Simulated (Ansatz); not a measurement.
## Hf under changes of volume

One of the cells (22.380 Å³/atom); the others are scaled copies at fixed shape and fractional positions:

```
Hf
1.0
     3.19670    0.00000    0.00000
    -1.59835    2.76842    0.00000
     0.00000    0.00000    5.05780
Hf
2
Direct
  0.66667 0.33333 0.75000
  0.33333 0.66667 0.25000
```

* Program: Ansatz 0.2.0
* Functional: PBE
* Potentials or basis: Ansatz PAW
* Cutoff: 420 eV (not typed: the program's choice for these potentials)
* k mesh: 10 × 10 × 5
* Occupations: fermi-dirac, width 0.05 eV
* Spin: no spin polarisation

| volume (Å³/atom) | energy over the lowest point (meV/atom) | pressure (GPa) |
| --- | --- | --- |
| 21.037 | 34.34 | 8.1 |
| 21.485 | 15.84 | 5.4 |
| 21.933 | 4.60 | 2.9 |
| 22.380 | 0.00 | 0.6 |
| 22.828 | 1.51 | -1.5 |
| 23.276 | 8.60 | -3.4 |
| 23.723 | ? | ? |

Task: What does the run at 23.723 Å³/atom give?

Result: Energy over the lowest point 20.76 meV/atom; pressure -5.1 GPa.

Worked out: A Birch-Murnaghan fit of order 3 (a polynomial in V^(-2/3)) to the other rows has its minimum at 22.49 Å³/atom with B0 = V·E''(V) = 107 GPa and B' = 3.3 at fixed shape and positions, which overstates the stiffness. It gives 20.80 meV/atom at 23.723 Å³/atom, against the run's 20.76, and -dE/dV = -5.2 GPa, against -5.1.

Energies are extrapolated to zero smearing.
